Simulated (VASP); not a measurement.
# Al (Cmmm) in VASP: a series of runs

Runs on Al. Level: PBE. Tasks: single point, relaxation of cell and atoms.

All numbers are computed with VASP 6.6.1; they aren't measurements. Logs are shortened: lines on timing, memory, paths and dates and some standing lists are left out, and cuts for length are marked.

### 1 The structure

It takes space group Cmmm (No. 65, orthorhombic). Conventional cell: a = 2.414 Å, b = 4.507 Å, c = 3.519 Å, α = 90.00°, β = 90.00°, γ = 90.00°. Around Al (site symmetry mmm) lie 6 Al at 2.41 to 2.56 Å.

The cell was built by a generator and needn't be a form met in nature.

### 2 Single point, PBE

INCAR

```
ALGO     = Normal         # electronic algorithm
EDIFF    = 1E-6           # SCF threshold, eV
ENCUT    = 520            # plane-wave cutoff, eV
GGA      = PE             # functional
ISIF     = 2              # what is computed and relaxed
ISMEAR   = 0              # smearing method
LASPH    = T              # aspherical terms in the spheres
LCHARG   = F              # write CHGCAR
LREAL    = F              # projectors in reciprocal space
LWAVE    = F              # write WAVECAR
NBANDS   = 8              # bands
NELM     = 100            # most SCF steps
PREC     = Accurate       # precision mode
SIGMA    = 0.1            # smearing width, eV
```

KPOINTS

```
k-points
0
Gamma
  8 8 6
```

POSCAR

```
Al
1.0
    1.2068886236     -2.2532703202      0.0000000000
    1.2068886236      2.2532703202      0.0000000000
    0.0000000000      0.0000000000      3.5188057056
Al
1
Direct
    0.0000000000      0.0000000000      0.0000000000
```

Potentials or basis: VASP PAW PBE potentials, release 64 (Al).

Started as:

```
$ cat potpaw_PBE.64/Al/POTCAR > POTCAR
$ mpirun -np 1 vasp_std > vasp.out
```

OUTCAR:

```text
EDIFF = 1E-6
   ENCUT = 520
   GGA = PE
   ISIF = 2
   ISMEAR = 0
   LASPH = T
   LREAL = F
   NELM = 100
   PREC = Accurate

 ion  position               nearest neighbor table
   1  0.000  0.000  0.000-

  LATTYP: Found a base centered orthorhombic cell.
 ALAT       =     2.4137772472
 B/A-ratio  =     1.8670076726
 C/A-ratio  =     1.4578005115

  Lattice vectors:

 A1 = (   1.2068886236,  -2.2532703202,   0.0000000000)
 A2 = (   1.2068886236,   2.2532703202,   0.0000000000)
 A3 = (   0.0000000000,   0.0000000000,   3.5188057056)

Analysis of symmetry for initial positions (statically):
=====================================================================
 Subroutine PRICEL returns:
 Original cell was already a primitive cell.

 Routine SETGRP: Setting up the symmetry group for a
 base centered orthorhombic supercell.

 Subroutine GETGRP returns: Found  8 space group operations
 (whereof  8 operations were pure point group operations)
 out of a pool of  8 trial point group operations.

The static configuration has the point symmetry D_2h.

Analysis of symmetry for dynamics (positions and initial velocities):
=====================================================================
 Subroutine PRICEL returns:
 Original cell was already a primitive cell.

 Routine SETGRP: Setting up the symmetry group for a
 base centered orthorhombic supercell.

 Subroutine GETGRP returns: Found  8 space group operations
 (whereof  8 operations were pure point group operations)
 out of a pool of  8 trial point group operations.

The dynamic configuration has the point symmetry D_2h.

 Subroutine INISYM returns: Found  8 space group operations
 (whereof  8 operations are pure point group operations),
 and found     1 'primitive' translations

----------------------------------------------------------------------------------------

                                     Primitive cell

  volume of cell :      19.1384

  direct lattice vectors                    reciprocal lattice vectors
     1.206888624 -2.253270320  0.000000000     0.414288436 -0.221899696  0.000000000
     1.206888624  2.253270320  0.000000000     0.414288436  0.221899696  0.000000000
     0.000000000  0.000000000  3.518805706     0.000000000  0.000000000  0.284187330

  length of vectors
     2.556131312  2.556131312  3.518805706     0.469972747  0.469972747  0.284187330

  position of ions in fractional coordinates (direct lattice)
     0.000000000  0.000000000  0.000000000

  ion indices of the primitive-cell ions
   primitive index   ion index
                 1           1

----------------------------------------------------------------------------------------

 KPOINTS: k-points

Automatic generation of k-mesh.
 Grid dimensions read from file:
 generate k-points for:    8    8    6

 Generating k-lattice:

  Cartesian coordinates                     Fractional coordinates (reciprocal lattice)
     0.051786054 -0.027737462  0.000000000     0.125000000  0.000000000  0.000000000
     0.051786054  0.027737462  0.000000000     0.000000000  0.125000000  0.000000000
     0.000000000  0.000000000  0.047364555     0.000000000  0.000000000  0.166666667

  Length of vectors
     0.058746593  0.058746593  0.047364555

  Shift w.r.t. Gamma in fractional coordinates (k-lattice)
     0.000000000  0.000000000  0.000000000

 Subroutine IBZKPT returns following result:
 ===========================================

 Found     84 irreducible k-points:

 Following reciprocal coordinates:
            Coordinates               Weight
  0.000000  0.000000  0.000000      1.000000
  0.125000 -0.000000  0.000000      4.000000
  0.250000 -0.000000  0.000000      4.000000
  0.375000 -0.000000  0.000000      4.000000
  0.500000 -0.000000  0.000000      2.000000
  0.125000  0.125000  0.000000      2.000000
[... 16 lines left out ...]
  0.125000 -0.000000  0.166667      8.000000
  0.250000 -0.000000  0.166667      8.000000
 [... further k-points ...]
   k-points           NKPTS =     84   k-points in BZ     NKDIM =     84   number of bands    NBANDS=      8
   number of dos      NEDOS =    301   number of ions     NIONS =      1
   total plane-waves  NPLWV =  11200
   dimension x,y,z NGX =    20 NGY =   20 NGZ =   28
   dimension x,y,z NGXF=    40 NGYF=   40 NGZF=   56
   ions per type =               1
   NGX,Y,Z   is equivalent  to a cutoff of  13.01, 13.01, 13.23 a.u.
   NGXF,Y,Z  is equivalent  to a cutoff of  26.02, 26.02, 26.46 a.u.
 SYSTEM =  unknown system
   PREC   = accura    normal or accurate (medium, high low for compatibility)
   ISTART =      0    job   : 0-new  1-cont  2-samecut
   ICHARG =      2    charge: 1-file 2-atom 10-const
   ISPIN  =      1    spin polarized calculation?
   LNONCOLLINEAR =      F non collinear calculations
   LSORBIT =      F    spin-orbit coupling
   LASPH  =      T    aspherical Exc in radial PAW
   ENCUT  =  520.0 eV  38.22 Ry    6.18 a.u.   4.75  4.75  6.54*2*pi/ulx,y,z
   NELM   =    100;   NELMIN=  2; NELMDL= -5     # of ELM steps
   EDIFF  = 0.1E-05   stopping-criterion for ELM
   LREAL  =      F    real-space projection
   EDIFFG = 0.1E-04   stopping-criterion for IOM
   NSW    =      0    number of steps for IOM
   IBRION =     -1    ionic relax: 0-MD 1-quasi-New 2-CG
   NFREE  =      0    steps in history (QN), initial steepest desc. (CG)
   ISIF   =      2    stress and relaxation
   ISYM   =      2    0-nonsym 1-usesym 2-fastsym
   POTIM  = 0.5000    time-step for ionic-motion
   TEBEG  =    0.0;   TEEND  =   0.0 temperature during run
   PSTRESS=    0.0 pullay stress
   NELECT =       3.0000    total number of electrons
   NUPDOWN=      -1.0000    fix difference up-down
   EMIN   =  10.00;   EMAX   =-10.00  energy-range for DOS
   EFERMI =   0.00;   METHOD = LEGACY
   ISMEAR =     0;   SIGMA  =   0.10  broadening in eV -4-tet -1-fermi 0-gaus
   EFERMI_NEDOS =   21; number of points for ismear=-14 and -15
   IALGO  =     38    algorithm
   IMIX   =      4    mixing-type and parameters
     AMIX     =   0.40;   BMIX     =  1.00
     AMIX_MAG =   1.60;   BMIX_MAG =  1.00
  volume/ion in A,a.u.               =      19.14       129.15
  Fermi-wavevector in a.u.,A,eV,Ry     =   0.882700  1.668062 10.601115  0.779160
  Thomas-Fermi vector in A             =   2.003367
   LORBIT       =      0    0 simple, 1 ext, 2 COOP (PROOUT), +10 PAW based schemes
   GGA     = PE    functional components
   LHFCALC =     F    Hartree Fock is set to
   AEXX    =    0.0000 exact exchange contribution
   IVDW    =     0    specifies the selected vdW correction
   LEPSILON=     F    determine dielectric tensor
   LRPA    =     F    only Hartree local field effects (RPA)
 non-spin polarized calculation
 Gauss-broadening in eV      SIGMA  =   0.10
  energy-cutoff  :      520.00
  volume of cell :       19.14
 maximum number of plane-waves:       530
   NGX =  9   NGY =  9   NGZ = 13

 number of electron       3.0000000 magnetization

 Free energy of the ion-electron system (eV)
  ---------------------------------------------------
  ext. energy  EPLUGINS =         0.00000000
  ---------------------------------------------------
  free energy    TOTEN  =        -3.07007591 eV

  energy without entropy =       -3.06602680  energy(sigma->0) =       -3.06805135

 E-fermi :   6.1543     XC(G=0):  -9.4275

 val. band max:        6.1418167098   @ k =  -0.2500   0.1250   0.1667
 cond. band min:       6.2013752490   @ k =   0.3750   0.2500   0.3333
 fundamental gap:      0.0595585392
 Fermi energy:         6.1543262459

 k-point     1 :       0.0000    0.0000    0.0000
  band No.  band energies     occupation
      1      -4.2694      2.00000
      2       7.1679      0.00000
      3       9.3651      0.00000
      4      20.8025      0.00000
      5      23.4130      0.00000
      6      23.7284      0.00000
      7      26.5454      0.00000
      8      27.8198      0.00000

 k-point     2 :       0.1250   -0.0000    0.0000
  band No.  band energies     occupation
      1      -3.7624      2.00000
      2       7.6243      0.00000
      3       9.8167      0.00000
      4      18.2419      0.00000
      5      20.2502      0.00000
      6      23.3028      0.00000
      7      26.5498      0.00000
      8      28.7316      0.00000

 k-point     3 :       0.2500   -0.0000    0.0000
  band No.  band energies     occupation
      1      -2.2598      2.00000
      2       8.9963      0.00000
      3      10.8735      0.00000
      4      13.3724      0.00000
      5      18.2028      0.00000
      6      20.8603      0.00000
      7      23.5707      0.00000
      8      27.7478      0.00000

 k-point     4 :       0.3750   -0.0000    0.0000
  band No.  band energies     occupation
      1       0.1728      2.00000
      2       7.8506      0.00000
      3      11.2888      0.00000
      4      13.5841      0.00000
      5      17.1705      0.00000
      6      18.6445      0.00000
      7      18.9353      0.00000
      8      24.4039      0.00000

 k-point     5 :       0.5000   -0.0000    0.0000
  band No.  band energies     occupation
      1       2.8024      2.00000
      2       4.4561      2.00000
      3      14.3204      0.00000
      4      14.7075      0.00000
      5      15.0658      0.00000
      6      16.8436      0.00000
      7      17.8849      0.00000
      8      22.4575      0.00000
[... 177 lines left out ...]
 k-point    22 :       0.0000    0.0000    0.1667
  band No.  band energies     occupation
      1      -4.0233      2.00000
      2       4.8280      2.00000
      3      12.3193      0.00000
      4      20.9075      0.00000
      5      23.5991      0.00000
      6      23.8297      0.00000
      7      26.7279      0.00000
      8      27.9937      0.00000

 k-point    23 :       0.1250   -0.0000    0.1667
  band No.  band energies     occupation
      1      -3.5170      2.00000
      2       5.3020      2.00000
      3      12.7298      0.00000
      4      18.3813      0.00000
      5      20.4219      0.00000
      6      23.5000      0.00000
      7      26.5980      0.00000
      8      27.7162      0.00000

 k-point    24 :       0.2500   -0.0000    0.1667
  band No.  band energies     occupation
      1      -2.0177      2.00000
      2       6.7098      0.00000
      3      12.7527      0.00000
      4      14.4707      0.00000
      5      18.3982      0.00000
      6      20.8093      0.00000
      7      22.6746      0.00000
      8      26.5097      0.00000

 [... further k-points ...]
[... 5 lines left out ...]
  --------------------------------------------------------------------------------------
  -------------------------------------------------------------------------------------
  Total        3.6575234      2.5193672     -1.0568290     -0.0000000      0.0000000      0.0000000
  in kB      306.1906459    210.9095636    -88.4727546     -0.0000000      0.0000000      0.0000000
  external PRESSURE =     142.8758183 kB  Pullay stress =       0.0000000 kB

 VOLUME and BASIS-vectors are now :
 -----------------------------------------------------------------------------
  energy-cutoff  :      520.00
  volume of cell :       19.14
      direct lattice vectors                 reciprocal lattice vectors
     1.206888624 -2.253270320  0.000000000     0.414288436 -0.221899696  0.000000000
     1.206888624  2.253270320  0.000000000     0.414288436  0.221899696  0.000000000
     0.000000000  0.000000000  3.518805706     0.000000000  0.000000000  0.284187330

 POSITION                                       TOTAL-FORCE (eV/Angst)
 -----------------------------------------------------------------------------------
      0.00000      0.00000      0.00000         0.000000      0.000000      0.000000
 -----------------------------------------------------------------------------------
    total drift:                               -0.000000      0.000000     -0.000000

  FREE ENERGIE OF THE ION-ELECTRON SYSTEM (eV)
  ---------------------------------------------------
  free  energy   TOTEN  =        -3.0700759094 eV

  energy  without entropy=       -3.0660267995  energy(sigma->0) =       -3.06805135
```

Wall time 5.2 s (1 thread of AMD EPYC 9R45 (Zen 5), shared host); peak memory 0.1 GiB.

Results:

- Free energy: -3.0701 eV
- Pressure: 14.3 GPa
- Band gap on the k mesh: none (metal or under the smearing width)

Stress tensor (GPa, compression positive):
```
30.62  0.00  0.00
 0.00 21.09  0.00
 0.00  0.00 -8.85
```

Levels at points of the mesh, in eV from the Fermi level:
| k point | band 1 | band 2 | band 3 | band 4 | band 5 | band 6 |
| --- | --- | --- | --- | --- | --- | --- |
| (0.00, 0.00, 0.00) | -10.42 | 1.01 | 3.21 | 14.65 | 17.26 | 17.57 |
| (0.50, 0.00, 0.00) | -3.35 | -1.70 | 8.17 | 8.55 | 8.91 | 10.69 |
| (0.50, 0.50, 0.00) | -3.93 | -2.80 | 7.45 | 7.71 | 9.01 | 11.01 |
| (0.00, 0.00, 0.50) | -9.10 | -4.76 | 13.99 | 15.18 | 16.94 | 18.01 |
| (0.50, 0.00, 0.50) | -2.42 | -0.10 | 2.88 | 3.28 | 11.62 | 12.75 |
| (0.50, 0.50, 0.50) | -2.98 | -1.20 | 1.84 | 2.67 | 14.07 | 14.40 |

Caveat: the k mesh is coarse (spacing up to 0.37 Å⁻¹), so the values aren't converged.

[end of part 1 of 3]
